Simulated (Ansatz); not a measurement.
InSe: work and stress of cleavage

Level of theory: Ansatz 0.2.0, DFT PBE+D3(BJ), scalar-relativistic, plane waves, PAW. Settings: plane waves to 420 eV, k-mesh 9×9×2 (Γ-centred), Gaussian smearing 0.03 eV. No spin polarisation. Energies are free energies at this smearing, counted from the undisturbed cell; pressure is positive in compression.

Zero of the scan (relaxed at this level):

```
CELL_PARAMETERS angstrom
-4.03177 0.00000 0.00000
-2.01589 -3.49162 0.00000
0.00000 0.00000 16.76237
ATOMIC_POSITIONS crystal
In 0.33333 0.33333 0.16666
In 0.66667 0.66667 0.66666
In 0.33333 0.33333 0.33334
In 0.66667 0.66667 0.83334
Se 0.33333 0.33333 0.58987
Se 0.66667 0.66667 0.08987
Se 0.33333 0.33333 0.91013
Se 0.66667 0.66667 0.41013
```

The cut lies on the cell's a–b face, a (0 0 1) plane (indices in the standard cell, whose axes needn't be the Cartesian ones shown) of area 14.08 Å², between layers 3.01 Å apart. Vector c is lengthened by d along the normal with the atoms' Cartesian places fixed: one unrelaxed cut a cell. The traction is positive where the two halves pull on each other.

| d (Å) | energy (J/m²) | traction (GPa) |
| --- | --- | --- |
| -0.30 | 0.032 | -2.44 |
| -0.15 | 0.007 | -0.99 |
| 0.00 | 0.000 | -0.02 |
| 0.25 | 0.012 | 0.89 |
| 0.50 | 0.040 | 1.25 |
| 0.75 | 0.073 | 1.32 |
| 1.00 | 0.105 | 1.24 |
| 1.50 | 0.160 | 0.95 |
| 2.00 | 0.200 | 0.67 |
| 3.00 | 0.248 | 0.32 |
| 4.50 | 0.278 | 0.12 |
| 6.00 | 0.291 | 0.06 |

Task: What are the work of separation and the cleavage stress, and do they fit the universal binding curve?

Result: The energy levels off near W ≈ 0.291 J/m² (the traction is down to 0.06 GPa), the energy of the two unrelaxed faces, 0.145 J/m² each on average. The largest sampled traction is 1.32 GPa at d = 0.75 Å, and a parabola through it and its two neighbours peaks at σ_max ≈ 1.32 GPa, d ≈ 0.74 Å. The curve E = W[1 − (1 + d/ℓ)exp(−d/ℓ)] peaks in traction at d = ℓ with σ_max = W/(eℓ); with 1 J/m² per Å = 10 GPa this W and σ_max give ℓ = 0.81 Å. A parabola through that curve at the same three d peaks at 0.83 Å, against 0.74 Å here, a fair fit. Real crystals break at far lower stress, because cracks concentrate it.

The crystal is built of layers, and the cut parts neighbours that are weakly bound, with dispersion added by D3.

The cut is rigid; relaxing the faces lowers these energies and usually the stresses.